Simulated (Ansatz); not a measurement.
The system is SiC (Moissanite 6H).

```
Si C
1.0
     3.09500    0.00000    0.00000
    -1.54750    2.68035    0.00000
     0.00000    0.00000   15.17000
Si C
6 6
Direct
  0.66667 0.33333 0.45830
  0.33333 0.66667 0.95830
  0.66667 0.33333 0.79170
  0.33333 0.66667 0.29170
  0.00000 0.00000 0.62500
  0.00000 0.00000 0.12500
  0.66667 0.33333 0.33330
  0.33333 0.66667 0.83330
  0.66667 0.33333 0.66670
  0.33333 0.66667 0.16670
  0.00000 0.00000 0.50000
  0.00000 0.00000 0.00000
```

* Program: Ansatz 0.2.0
* Task: relaxation of cell and atoms
* Functional: BLYP
* Dispersion: D3(BJ)
* Potentials or basis: Ansatz PAW
* Cutoff: 420 eV (not typed: the program's choice for these potentials)
* k mesh: 10 × 10 × 2
* Occupations: fermi-dirac, width 0.05 eV
* Spin: no spin polarisation

At the start: volume 10.49 Å³/atom.

Question: Where does the relaxation end?

Answer: It ends after 8 steps and the volume is 10.24 Å³/atom (-2.4 %); space group P6_3mc (No. 186, to 0.05 Å).

The path:
```tsv
step	energy change (eV)	largest force (eV/Å)	volume (Å³)
1	0.0000	0.1417	125.85
2	-0.0404	0.0769	124.28
3	-0.0539	0.0149	122.83
4	-0.0540	0.0079	122.91
5	-0.0540	0.0003	122.91
6	-0.0479	0.0002	122.91
7	-0.0480	0.0001	122.87
8	-0.0479	0.0001	122.87
```

Final structure:
```yaml
crystal:
  lattice:
    - [3.06901, 0.00000, 0.00000]
    - [-1.53450, 2.65784, 0.00000]
    - [0.00000, 0.00000, 15.06305]
  atoms:
    - { symbol: Si, position: [0.66667, 0.33333, 0.45827] }
    - { symbol: Si, position: [0.33333, 0.66667, 0.95827] }
    - { symbol: Si, position: [0.66667, 0.33333, 0.79181] }
    - { symbol: Si, position: [0.33333, 0.66667, 0.29181] }
    - { symbol: Si, position: [0.00000, 0.00000, 0.62505] }
    - { symbol: Si, position: [0.00000, 0.00000, 0.12505] }
    - { symbol: C, position: [0.66667, 0.33333, 0.33331] }
    - { symbol: C, position: [0.33333, 0.66667, 0.83331] }
    - { symbol: C, position: [0.66667, 0.33333, 0.66686] }
    - { symbol: C, position: [0.33333, 0.66667, 0.16686] }
    - { symbol: C, position: [0.00000, 0.00000, 0.49970] }
    - { symbol: C, position: [0.00000, 0.00000, 0.99970] }
```

Caveat: the plane-wave basis is chosen anew once the cell has moved, so the energies of steps on either side of that aren't comparable; the pressure holds a Pulay correction of +0.4 GPa for the finite cutoff; the PAW data sets come from PBE, with cores solved anew for the run's functional, which leaves a small shift of forces and pressure.
